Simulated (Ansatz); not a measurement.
CdTe in the zincblende structure, relaxed with r2SCAN in Ansatz 0.2.0: space group F-43m (No. 216), cubic; a = 6.560 Å in the conventional setting, 35.29 Å³ an atom. Around Cd lie 4 Te at 2.84 Å; around Te lie 4 Cd at 2.84 Å. It was then strained (isotropic on every length). Unstrained, HSE06 gives 1.527 eV (Γ, 4×4×4 mesh), and the band edges keep their places in every row. Stress is positive in compression. No spin polarisation and no zero-point or thermal motion.

```
strain (%)  ln(V/V₀)  ΔE_g, HSE06 (eV)  Δpressure, r2SCAN (GPa)
      -2.0   -0.0606            +0.210                    +2.80
      -1.0   -0.0302            +0.104                    +1.30
     -0.49   -0.0147            +0.051                    +0.61
      +1.0   +0.0299            -0.102                    -1.12
      +3.0   +0.0887            -0.302                    -2.90
      +4.0   +0.1177            -0.398                    -3.59
```

**Fit ΔE_g = a x + b x² to these rows by least squares, with x = ln(V/V₀).** The normal equations take Σx² = 2.742e-02, Σx³ = 2.102e-03, Σx⁴ = 2.690e-04, ΣxΔE = -9.330e-02 and Σx²ΔE = -7.104e-03, and give a = -3.44 eV, b = +0.5 eV; the largest residual is 0.001 eV. a is the volume deformation potential of this gap.

**Fit the change of pressure in the same way.** Δpressure = -40.7 x + (88) x² GPa. So B₀ = 40.7 GPa and B′ ≈ 2 × 88/40.7 = 4.3; two terms over so wide a range bias B₀ by a few per cent and B′ by more; the gap's pressure coefficient at zero is −a/B₀ = +85 meV/GPa, with HSE06's a and r2SCAN's B₀.

**Predict the withheld row at +2.0 % (x = +0.0594).** ΔE_g ≈ -3.44 × (+0.0594) + (0.5) × (+0.0594)² = -0.203 eV, and Δpressure ≈ -2.11 GPa. The runs give -0.203 eV and -2.08 GPa, off by 0.000 eV and +0.03 GPa.

No spin-orbit coupling is included; it can move band edges with weight on the heavy atoms by tenths of an eV.

The meshes of the hybrids are coarse, so their gaps aren't converged to the digits shown.
